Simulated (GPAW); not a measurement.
## TiSe in GPAW: the effect of target pressure

Crystal: TiSe.

```
Se Ti
1.0
     3.55900    0.00000    0.00000
    -1.77950    3.08218    0.00000
     0.00000    0.00000    6.22000
Se Ti
2 2
Direct
  0.66667 0.33333 0.75000
  0.33333 0.66667 0.25000
  0.00000 0.00000 0.50000
  0.00000 0.00000 0.00000
```

Alike in all runs:

```yaml
Program: GPAW 26.7.0
Task: relaxation of cell and atoms
Functional: PBEsol
Potentials_or_basis: PAW data sets generated in the run's folder for this functional
Cutoff: 600 eV
Basis: pw
k_mesh: 6 × 6 × 3
Occupations: fermi-dirac, width 0.05 eV
Spin: no spin polarisation
```

Each run relaxes the cell or the atoms first.

| target pressure | target pressure | relaxed volume (Å³/atom) |
| --- | --- | --- |
| 0 GPa | - | 16.50 |
| 2 GPa | 2 GPa | 16.24 |
| 5 GPa | 5 GPa | 15.92 |
| 10 GPa | 10 GPa | 15.42 |
| 20 GPa | 20 GPa | 14.62 |
| 30 GPa | 30 GPa | ? |

What does the run with target pressure 30 GPa give?

Relaxed volume 13.97 Å³/atom.

Worked out: In Murnaghan's law V^(-B') rises as a straight line in P. The other rows fit best with B' = 3.7, V0 = 16.49 Å³/atom and B0 = 132 GPa, which gives 13.98 Å³/atom at 30 GPa, against the run's 13.97.

Caveats: later steps reuse the first step's grids; the volume moved by over 15 % at a fixed basis, so the end points are rough (some runs).
